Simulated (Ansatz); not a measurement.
Cubic perovskite BaSnO3, treated with PBEsol (Ansatz, an electronic-structure program, PAW).

Run with plane-wave cutoff 520 eV, 8×8×8 k mesh, Fermi–Dirac smearing 0.01 eV, scalar-relativistic PAW data made under PBE.

The cell has the measured lattice: a = b = c = 4.116 Å, α = β = γ = 90.00°.

Q: Estimate the band gap and smallest direct gap on the k points sampled that the calculation returns.

A: 
* **band gap**: 0.91 eV
* **smallest direct gap on the k points sampled**: 1.40 eV

Measured, for comparison: band gap 2.95 eV (temperature not stated, not corrected to a static lattice, indirect, from the absorption edge of a single crystal; as tabulated in Kim et al. (2012), arXiv:1207.0764).

Note: cell and atoms aren't relaxed at this level (pressure 0.7 GPa).

Spin–orbit coupling is not included.

Static lattice: no zero-point or thermal effects.

Computing time: about 17 core-seconds (a rough figure).
